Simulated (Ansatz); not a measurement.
# ZrC: stress in a strained cell

ZrC is deformed so: equal xx and yy strain of +1 %. What stress and forces result, by LAPW, PAW and all-electron datasets made for the crystal?

Computed with Ansatz 0.2.0 (DFT PBE, scalar-relativistic, unless a step's input says otherwise).

**1. The structure to begin with**

The structure is cubic, space group Fm-3m (No. 225). Conventional cell: a = 4.700 Å, b = 4.700 Å, c = 4.700 Å, α = 90.00°, β = 90.00°, γ = 90.00°. Zr (site symmetry m-3m) has 6 C at 2.35 Å as nearest neighbours. C (site symmetry m-3m) is surrounded by 6 Zr at 2.35 Å.

Coordinates:

```cif
data_structure
_symmetry_space_group_name_H-M 'P 1'
_symmetry_Int_Tables_number 1
_cell_length_a 3.3237
_cell_length_b 3.3237
_cell_length_c 3.3237
_cell_angle_alpha 60.000
_cell_angle_beta 60.000
_cell_angle_gamma 60.000
_cell_volume 25.96
loop_
_atom_site_label
_atom_site_type_symbol
_atom_site_fract_x
_atom_site_fract_y
_atom_site_fract_z
_atom_site_occupancy
Zr1 Zr 0.50000 0.50000 0.50000 1
C1 C 0.00000 0.00000 0.00000 1
```

Atoms are numbered in the order of the input: Zr1, C2.

**2. After the deformation**

Space group Fm-3m before, I4/mmm after.

**3. LAPW, all electrons**

Contents of input.yaml:

```yaml
crystal:
  lattice:
    - [0.0, 2.3737121, 2.35021]
    - [2.3737121, 0.0, 2.35021]
    - [2.3737121, 2.3737121, 0.0]
  atoms:
    - { symbol: Zr, position: [0.5, 0.5, 0.5] }
    - { symbol: C, position: [0.0, 0.0, 0.0] }
kpoints:
  mp_grid: { grid: [15, 15, 15] }
  band_path:
    path:
      - [0.0, 0.0, 0.0]
      - [0.0, 0.5, 0.5]
      - [0.25, 0.75, 0.5]
      - [0.0, 0.5, 0.0]
      - [0.0, 0.0, 0.0]
      - [0.5, 0.5, 0.0]
      - [0.3775125, 0.6224875, 0.0]
      - [-0.3775125, 0.3775125, 0.0]
      - [0.0, 0.0, 0.0]
    npoints: 5
scf:
  occupations: { method: fermi_dirac, width: 0.05 }
hamiltonian:
  xc: pbe
  pseudopotentials: { kind: all_electron, lapw: { basis_error: 0.00025 } }
output:
  forces: true
  stress: true
  eigenvalues: true
```

Launch:

```console
ansatz run input.yaml --threads 1 --pin off --max-ram 3072MiB --backend cpu --events-out ev --progress --plain --runs-dir out
```

**4. PAW with frozen cores**

Contents of input.yaml:

```yaml
crystal:
  lattice:
    - [0.0, 2.3737121, 2.35021]
    - [2.3737121, 0.0, 2.35021]
    - [2.3737121, 2.3737121, 0.0]
  atoms:
    - { symbol: Zr, position: [0.5, 0.5, 0.5] }
    - { symbol: C, position: [0.0, 0.0, 0.0] }
kpoints:
  mp_grid: { grid: [15, 15, 15] }
scf:
  occupations: { method: fermi_dirac, width: 0.05 }
hamiltonian:
  xc: pbe
  pseudopotentials: { kind: paw }
output:
  forces: true
  stress: true
  eigenvalues: true
  efg: { contact_densities: true }
  write_density: true
  write_potential: true
  elf: true
  volumetric_format: npy
```

**5. Datasets made for this crystal**

input.yaml: that of step 4 with these lines changed.

```diff
@@ -14,3 +14,3 @@
   xc: pbe
-  pseudopotentials: { kind: paw }
+  pseudopotentials: { kind: all_electron, datasets: crystal }
 output:
@@ -20,5 +20 @@
   efg: { contact_densities: true }
-  write_density: true
-  write_potential: true
-  elf: true
-  volumetric_format: npy
```

(Steps that only read results are left out.)

What does the calculation give? Wanted: pressure; largest shear or deviatoric stress.

**Answer**, as computed:

| quantity | value |
| --- | --- |
| pressure | LAPW -3.06, PAW -3.13, crystal datasets -3.06 GPa |
| largest shear or deviatoric stress (LAPW) | 2.21 GPa |

The largest part of the stress beyond the pressure is 2.21 GPa in size, in the zz component; the atoms are carried along and not relaxed. No run of the undeformed cell stands beside it, so the pressure holds what the given cell had before the change. PAW: stress within 0.06 GPa of LAPW. Crystal datasets: stress within 0.01 GPa of LAPW.
